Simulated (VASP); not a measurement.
# TiAl (Pm-3m) in VASP: notebook

One crystal, TiAl, is run at these levels: PBE+D4+U, PBE-based screened hybrid; tasks: single point.

All numbers are computed with VASP 6.6.1; they aren't measurements. Logs are shortened: lines on timing, memory, paths and dates and some standing lists are left out, and cuts for length are marked.

**1. The structure**

It takes space group Pm-3m (No. 221, cubic). The conventional cell has a = 3.179 Å, b = 3.179 Å, c = 3.179 Å, α = 90.00°, β = 90.00°, γ = 90.00°. Ti (site symmetry m-3m) is surrounded by 8 Al at 2.75 Å. Al (site symmetry m-3m) is surrounded by 8 Ti at 2.75 Å.

The cell comes from a database or a generator and needn't be the stable form of this composition.

**2. Single point, PBE+D4+U**

INCAR

```
PREC     = Accurate       # precision mode
ENCUT    = 520            # plane-wave cutoff, eV
EDIFF    = 1E-6           # SCF threshold, eV
ISMEAR   = 1              # smearing method
SIGMA    = 0.1            # smearing width, eV
LREAL    = F              # projectors in reciprocal space
LASPH    = T              # aspherical terms in the spheres
NELM     = 150            # most SCF steps
ALGO     = Fast           # electronic algorithm
ISIF     = 2              # what is computed and relaxed
LWAVE    = F              # write WAVECAR
LCHARG   = T              # write CHGCAR
LMAXMIX  = 4              # l up to which the mixer works
LDAU     = T              # DFT+U
LDAUTYPE = 2            
LDAUL    = 2 -1           # shell
LDAUU    = 6 0            # U, eV
LDAUJ    = 0 0          
LDAUPRINT= 1            
GGA      = PE             # functional
IVDW     = 13             # dispersion correction
LELF     = T              # ELF
LVHAR    = T            
NBANDS   = 14             # bands
```

KPOINTS

```
regular mesh
0
Gamma
  8 8 8
```

POSCAR

```
TiAl
1.0
    3.1790640000      0.0000000000      0.0000000000
    0.0000000000      3.1790640000      0.0000000000
    0.0000000000      0.0000000000      3.1790640000
Ti Al
1 1
Direct
    0.0000000000      0.0000000000      0.0000000000
    0.5000000000      0.5000000000      0.5000000000
```

Potentials or basis: VASP PAW PBE potentials, release 64 (Ti_sv, Al).

On the command line:

```bash
$ cat potpaw_PBE.64/Ti_sv/POTCAR potpaw_PBE.64/Al/POTCAR > POTCAR
$ mpirun -np 1 vasp_std > vasp.out
```

OUTCAR:

```text
PREC = Accurate
   ENCUT = 520
   EDIFF = 1E-6
   ISMEAR = 1
   LREAL = F
   LASPH = T
   NELM = 150
   ISIF = 2
   GGA = PE
   IVDW = 13

 ion  position               nearest neighbor table
   1  0.000  0.000  0.000-   2 2.75   2 2.75   2 2.75   2 2.75   2 2.75   2 2.75   2 2.75   2 2.75

   2  0.500  0.500  0.500-   1 2.75   1 2.75   1 2.75   1 2.75   1 2.75   1 2.75   1 2.75   1 2.75

  LATTYP: Found a simple cubic cell.
 ALAT       =     3.1790640000

  Lattice vectors:

 A1 = (   3.1790640000,   0.0000000000,   0.0000000000)
 A2 = (   0.0000000000,   3.1790640000,   0.0000000000)
 A3 = (   0.0000000000,   0.0000000000,   3.1790640000)

Analysis of symmetry for initial positions (statically):
=====================================================================
 Subroutine PRICEL returns:
 Original cell was already a primitive cell.

 Routine SETGRP: Setting up the symmetry group for a
 simple cubic supercell.

 Subroutine GETGRP returns: Found 48 space group operations
 (whereof 48 operations were pure point group operations)
 out of a pool of 48 trial point group operations.

The static configuration has the point symmetry O_h .

Analysis of symmetry for dynamics (positions and initial velocities):
=====================================================================
 Subroutine PRICEL returns:
 Original cell was already a primitive cell.

 Routine SETGRP: Setting up the symmetry group for a
 simple cubic supercell.

 Subroutine GETGRP returns: Found 48 space group operations
 (whereof 48 operations were pure point group operations)
 out of a pool of 48 trial point group operations.

The dynamic configuration has the point symmetry O_h .

 Subroutine INISYM returns: Found 48 space group operations
 (whereof 48 operations are pure point group operations),
 and found     1 'primitive' translations

----------------------------------------------------------------------------------------

                                     Primitive cell

  volume of cell :      32.1290

  direct lattice vectors                    reciprocal lattice vectors
     3.179064000  0.000000000  0.000000000     0.314557996  0.000000000  0.000000000
     0.000000000  3.179064000  0.000000000     0.000000000  0.314557996  0.000000000
     0.000000000  0.000000000  3.179064000     0.000000000  0.000000000  0.314557996

  length of vectors
     3.179064000  3.179064000  3.179064000     0.314557996  0.314557996  0.314557996

  position of ions in fractional coordinates (direct lattice)
     0.000000000  0.000000000  0.000000000
     0.500000000  0.500000000  0.500000000

  ion indices of the primitive-cell ions
   primitive index   ion index
                 1           1
                 2           2

----------------------------------------------------------------------------------------

 KPOINTS: regular mesh

Automatic generation of k-mesh.
 Grid dimensions read from file:
 generate k-points for:    8    8    8

 Generating k-lattice:

  Cartesian coordinates                     Fractional coordinates (reciprocal lattice)
     0.039319749  0.000000000  0.000000000     0.125000000  0.000000000  0.000000000
     0.000000000  0.039319749  0.000000000     0.000000000  0.125000000  0.000000000
     0.000000000  0.000000000  0.039319749     0.000000000  0.000000000  0.125000000

  Length of vectors
     0.039319749  0.039319749  0.039319749

  Shift w.r.t. Gamma in fractional coordinates (k-lattice)
     0.000000000  0.000000000  0.000000000

 Subroutine IBZKPT returns following result:
[... 49 lines left out ...]
   EDIFF  = 0.1E-05   stopping-criterion for ELM
   LREAL  =      F    real-space projection
   EDIFFG = 0.1E-04   stopping-criterion for IOM
   NSW    =      0    number of steps for IOM
   IBRION =     -1    ionic relax: 0-MD 1-quasi-New 2-CG
   NFREE  =      0    steps in history (QN), initial steepest desc. (CG)
   ISIF   =      2    stress and relaxation
   ISYM   =      2    0-nonsym 1-usesym 2-fastsym
   POTIM  = 0.5000    time-step for ionic-motion
   TEBEG  =    0.0;   TEEND  =   0.0 temperature during run
   PSTRESS=    0.0 pullay stress
   NELECT =      15.0000    total number of electrons
   NUPDOWN=      -1.0000    fix difference up-down
   EMIN   =  10.00;   EMAX   =-10.00  energy-range for DOS
   EFERMI =   0.00;   METHOD = LEGACY
   ISMEAR =     1;   SIGMA  =   0.10  broadening in eV -4-tet -1-fermi 0-gaus
   EFERMI_NEDOS =   21; number of points for ismear=-14 and -15
   IALGO  =     68    algorithm
   IMIX   =      4    mixing-type and parameters
     AMIX     =   0.40;   BMIX     =  1.00
     AMIX_MAG =   1.60;   BMIX_MAG =  1.00
  volume/ion in A,a.u.               =      16.06       108.41
  Fermi-wavevector in a.u.,A,eV,Ry     =   1.270007  2.399964 21.945065  1.612917
  Thomas-Fermi vector in A             =   2.403017
   LORBIT       =      0    0 simple, 1 ext, 2 COOP (PROOUT), +10 PAW based schemes
 LDA+U is selected, type is set to LDAUTYPE =  2
   angular momentum for each species LDAUL =     2   -1
   U (eV)           for each species LDAUU =   6.0  0.0
   J (eV)           for each species LDAUJ =   0.0  0.0
   GGA     = PE    functional components
   LHFCALC =     F    Hartree Fock is set to
   AEXX    =    0.0000 exact exchange contribution
   IVDW    =    13    specifies the selected vdW correction
   LEPSILON=     F    determine dielectric tensor
   LRPA    =     F    only Hartree local field effects (RPA)
 non-spin polarized calculation
 RMM-DIIS sequential band-by-band and
 Methfessel and Paxton  Order N= 1 SIGMA  =   0.10
  energy-cutoff  :      520.00
  volume of cell :       32.13
 maximum number of plane-waves:       912
 NGX is ok and might be reduce to    24
   NGX = 11   NGY = 11   NGZ = 11

atom =   1  type =  1  l = 2

 onsite density matrix

spin component  1

  0.1031  0.0000 -0.0000 -0.0000  0.0000
  0.0000  0.1031 -0.0000  0.0000  0.0000
 -0.0000 -0.0000  0.2874  0.0000 -0.0000
 -0.0000  0.0000  0.0000  0.1031  0.0000
  0.0000  0.0000 -0.0000  0.0000  0.2874

spin component  2

  0.1031  0.0000 -0.0000 -0.0000  0.0000
  0.0000  0.1031 -0.0000  0.0000  0.0000
 -0.0000 -0.0000  0.2874  0.0000 -0.0000
 -0.0000  0.0000  0.0000  0.1031  0.0000
  0.0000  0.0000 -0.0000  0.0000  0.2874

 occupancies and eigenvectors

  o =  0.1031  v =  0.0000  0.2773 -0.0000 -0.9608 -0.0000  0.0000  0.0000  0.0000  0.0000  0.0000      0.0000  0.0000  0.0000  0.0000  0.0000  0.0000  0.0000  0.0000  0.0000  0.0000
  o =  0.1031  v =  0.0000  0.0000  0.0000  0.0000  0.0000  0.0000  0.2773 -0.0000 -0.9608 -0.0000      0.0000  0.0000  0.0000  0.0000  0.0000  0.0000  0.0000  0.0000  0.0000  0.0000
  o =  0.1031  v =  1.0000  0.0000  0.0000  0.0000  0.0000  0.0000  0.0000  0.0000  0.0000  0.0000      0.0000  0.0000  0.0000  0.0000  0.0000  0.0000  0.0000  0.0000  0.0000  0.0000
  o =  0.1031  v =  0.0000  0.0000  0.0000  0.0000  0.0000  1.0000  0.0000  0.0000  0.0000  0.0000      0.0000  0.0000  0.0000  0.0000  0.0000  0.0000  0.0000  0.0000  0.0000  0.0000
  o =  0.1031  v =  0.0000  0.9608 -0.0000  0.2773  0.0000  0.0000  0.0000  0.0000  0.0000  0.0000      0.0000  0.0000  0.0000  0.0000  0.0000  0.0000  0.0000  0.0000  0.0000  0.0000
  o =  0.1031  v =  0.0000  0.0000  0.0000  0.0000  0.0000  0.0000  0.9608 -0.0000  0.2773  0.0000      0.0000  0.0000  0.0000  0.0000  0.0000  0.0000  0.0000  0.0000  0.0000  0.0000
  o =  0.2874  v =  0.0000  0.0000  0.0000  0.0000  0.0000  0.0000 -0.0000 -0.9996  0.0000 -0.0289      0.0000  0.0000  0.0000  0.0000  0.0000  0.0000  0.0000  0.0000  0.0000  0.0000
  o =  0.2874  v =  0.0000 -0.0000 -0.9996  0.0000 -0.0289  0.0000  0.0000  0.0000  0.0000  0.0000      0.0000  0.0000  0.0000  0.0000  0.0000  0.0000  0.0000  0.0000  0.0000  0.0000
  o =  0.2874  v =  0.0000  0.0000  0.0000  0.0000  0.0000  0.0000 -0.0000 -0.0289 -0.0000  0.9996      0.0000  0.0000  0.0000  0.0000  0.0000  0.0000  0.0000  0.0000  0.0000  0.0000
  o =  0.2874  v =  0.0000 -0.0000 -0.0289 -0.0000  0.9996  0.0000  0.0000  0.0000  0.0000  0.0000      0.0000  0.0000  0.0000  0.0000  0.0000  0.0000  0.0000  0.0000  0.0000  0.0000

 number of electron      14.9999993 magnetization

 Free energy of the ion-electron system (eV)
  ---------------------------------------------------
  ext. energy  EPLUGINS =         0.00000000
  ---------------------------------------------------
  free energy    TOTEN  =        -7.71094510 eV

  energy without entropy =       -7.70927878  energy(sigma->0) =       -7.71038966

 E-fermi :   9.2537     XC(G=0): -11.1269

 val. band max:        9.2405405277   @ k =   0.5000   0.2500   0.2500
 cond. band min:       9.4466044951   @ k =   0.3750   0.2500   0.2500
 fundamental gap:      0.2060639674
 Fermi energy:         9.2537067335

 k-point     1 :       0.0000    0.0000    0.0000
  band No.  band energies     occupation
      1     -49.2149      2.00000
      2     -25.3560      2.00000
      3     -25.3560      2.00000
      4     -25.3560      2.00000
      5      -0.4519      2.00000
      6       7.6308      2.00000
      7       7.6308      2.00000
      8      11.8991      0.00000
      9      11.8991      0.00000
     10      11.8991      0.00000
     11      13.2487      0.00000
     12      13.2487      0.00000
     13      13.2487      0.00000
     14      17.7547      0.00000
[... 377 lines left out ...]
      1     -49.1877      2.00000
      2     -25.4920      2.00000
      3     -25.4673      2.00000
      4     -25.3520      2.00000
      5       4.0922      2.00000
      6       5.8478      2.00000
      7       7.1818      2.00000
      8       8.4288      2.00000
      9      10.6377     -0.00000
     10      10.6714     -0.00000
     11      11.9469      0.00000
     12      13.9433      0.00000
     13      14.2590      0.00000
     14      16.6583      0.00000

 [... further k-points ...]

------------------------ aborting loop because EDIFF is reached ----------------------------------------

  DFT-D4 for vdW energy calculation

  Edisp (eV):   -0.57514

  FORCE on cell =-STRESS in cart. coord.  units (eV):
  Direction    XX          YY          ZZ          XY          YZ          ZX
  --------------------------------------------------------------------------------------
  -------------------------------------------------------------------------------------
  Total       0.99206     0.99206     0.99206     0.00000     0.00000    -0.00000
  in kB      49.47077    49.47077    49.47077     0.00000     0.00000    -0.00000
  external pressure =       49.47 kB  Pullay stress =        0.00 kB

 VOLUME and BASIS-vectors are now :
 -----------------------------------------------------------------------------
  energy-cutoff  :      520.00
  volume of cell :       32.13
      direct lattice vectors                 reciprocal lattice vectors
     3.179064000  0.000000000  0.000000000     0.314557996  0.000000000  0.000000000
     0.000000000  3.179064000  0.000000000     0.000000000  0.314557996  0.000000000
     0.000000000  0.000000000  3.179064000     0.000000000  0.000000000  0.314557996

 POSITION                                       TOTAL-FORCE (eV/Angst)
 -----------------------------------------------------------------------------------
      0.00000      0.00000      0.00000         0.000000      0.000000      0.000000
      1.58953      1.58953      1.58953         0.000000      0.000000      0.000000
 -----------------------------------------------------------------------------------
    total drift:                                0.000000      0.000000      0.000000

  FREE ENERGIE OF THE ION-ELECTRON SYSTEM (eV)
  ---------------------------------------------------
  free  energy   TOTEN  =        -8.2860899615 eV

  energy  without entropy=       -8.2844236403  energy(sigma->0) =       -8.28553452
```

Wall time 8.9 s (1 thread of Intel Xeon 6975P-C (Granite Rapids), shared host); peak memory 0.15 GiB.

What came out:

* Free energy: -8.2861 eV
* Pressure: 4.9 GPa
* Band gap on the k mesh: none (metal or under the smearing width)
* Dispersion energy per atom: -0.288 eV

Levels at points of the mesh, in eV from the Fermi level:
| k point | band 4 | band 5 | band 6 | band 7 | band 8 | band 9 | band 10 | band 11 |
| --- | --- | --- | --- | --- | --- | --- | --- | --- |
| (0.00, 0.00, 0.00) | -34.61 | -9.71 | -1.62 | -1.62 | 2.65 | 2.65 | 2.65 | 3.99 |
| (0.50, 0.00, 0.00) | -34.60 | -6.44 | -5.63 | -0.72 | 0.74 | 0.74 | 2.77 | 2.88 |
| (0.50, 0.50, 0.00) | -34.58 | -4.99 | -2.56 | -2.56 | -1.80 | 1.43 | 1.43 | 2.55 |
| (0.50, 0.50, 0.50) | -34.73 | -2.90 | -2.90 | -2.90 | 0.36 | 2.34 | 2.34 | 2.34 |

Eigenvalues of the final occupation matrices:
| site | spin | trace | eigenvalues |
| --- | --- | --- | --- |
| site 1 d | 1 | 0.88 | 0.10 0.10 0.10 0.29 0.29 |
| site 1 d | 2 | 0.88 | 0.10 0.10 0.10 0.29 0.29 |

Caveat: U without spin polarisation on a metal has little footing; pairwise dispersion overbinds metals, which lowers pressure and volume; the U is typed as a test and isn't derived for this compound.

(Part 1 of 2 ends here.)
